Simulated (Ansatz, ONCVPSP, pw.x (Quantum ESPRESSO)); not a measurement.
pw.x on fcc Zr: one setting changed

Potential: optimised norm-conserving Vanderbilt (ONCV), ONCVPSP 4.0.1.1 (patched build), PBE; core [Ar] 3d10, reference 4s2 4p6 4d2 5s2; waves: 4s+5s: rc 2.40 bohr, ncon 4, nbas 7, qcut 7.8 1/bohr, 2 projectors; 4p: rc 1.80 bohr, ncon 4, nbas 8, qcut 7.4 1/bohr, 3 projectors, debl 0.8 Ha; 4d: rc 2.95 bohr, ncon 4, nbas 9, qcut 5.5 1/bohr, 1 projector; local part: polynomial inside 1.50 bohr (lpopt 5, dvloc0 6 Ha); core correction: none. In the p channel the program set the typed energies aside and used -1.193, 0.250, 1.050 Ha.

The reference run (k-mesh 13³, cutoffs 50/200 Ry, Fermi–Dirac 0.01 Ry, mixing_beta 0.4, conv_thr 1e-9, no spin) gives 0.80 GPa at 23.229 Å³/atom, where all-electron LAPW gives 0.31 GPa. This run, with its own iteration cap, changes k-mesh points per axis to 4.

```
&control
  calculation='scf', prefix='x', pseudo_dir='./', outdir='./tmp', tstress=.true., disk_io='none'
/
&system
  ibrav=0, nat=1, ntyp=1, ecutwfc=50, ecutrho=200, nbnd=14,
  occupations='smearing', smearing='fd', degauss=0.01
/
&electrons
  conv_thr=1e-09, mixing_beta=0.4, electron_maxstep=60
/
ATOMIC_SPECIES
Zr 1.0 Zr.UPF
CELL_PARAMETERS angstrom
  0.00000000 2.26464521 2.26464521
  2.26464521 0.00000000 2.26464521
  2.26464521 2.26464521 0.00000000
ATOMIC_POSITIONS crystal
Zr 0.0000 0.0000 0.0000
K_POINTS automatic
4 4 4 0 0 0
```

```bash
pw.x < Zr.scf.in > Zr.scf.out
```

Question: How does the run end?

Answer: It converges in 6 iterations; the free energy moves by +32.9 meV/atom and the pressure by +0.60 GPa.

```
Message from routine setup:
     using ibrav=0 with symmetry is DISCOURAGED, use correct ibrav instead
     lattice parameter (alat)  =       6.0522  a.u.
     unit-cell volume          =     156.7571 (a.u.)^3
     number of electrons       =        12.00
     number of Kohn-Sham states=           14
     kinetic-energy cutoff     =      50.0000  Ry
     charge density cutoff     =     200.0000  Ry
     scf convergence threshold =      1.0E-09
     Exchange-correlation= PBE
     number of k points=     8  Fermi-Dirac smearing, width (Ry)=  0.0100
     iteration #  1     ecut=    50.00 Ry     beta= 0.40
     total energy              =     -94.53728597 Ry
     estimated scf accuracy    <       0.01267282 Ry
     iteration #  2     ecut=    50.00 Ry     beta= 0.40
     total energy              =     -94.53745736 Ry
     estimated scf accuracy    <       0.00213429 Ry
     iteration #  3     ecut=    50.00 Ry     beta= 0.40
     total energy              =     -94.53773723 Ry
     estimated scf accuracy    <       0.00013380 Ry
     iteration #  4     ecut=    50.00 Ry     beta= 0.40
     total energy              =     -94.53774187 Ry
     estimated scf accuracy    <       0.00000118 Ry
     iteration #  5     ecut=    50.00 Ry     beta= 0.40
     total energy              =     -94.53774214 Ry
     estimated scf accuracy    <       0.00000008 Ry
     iteration #  6     ecut=    50.00 Ry     beta= 0.40
     the Fermi energy is    13.8900 ev
!    total energy              =     -94.53774214 Ry
     estimated scf accuracy    <          6.5E-10 Ry
     smearing contrib. (-TS)   =      -0.00730240 Ry
     The total energy is F=E-TS. E is the sum of the following terms:
     one-electron contribution =     -19.58592411 Ry
     hartree contribution      =      13.96541369 Ry
     xc contribution           =     -11.77346436 Ry
     ewald contribution        =     -77.13646497 Ry
     convergence has been achieved in   6 iterations
          total   stress  (Ry/bohr**3)                   (kbar)     P=       13.94
     Message from routine punch:
     Nothing written, as per user request (disk_io='none')
```

The run took about 2.2 s on one core of a shared host (Neoverse-N1, 64 threads, 124 GiB, load 52).
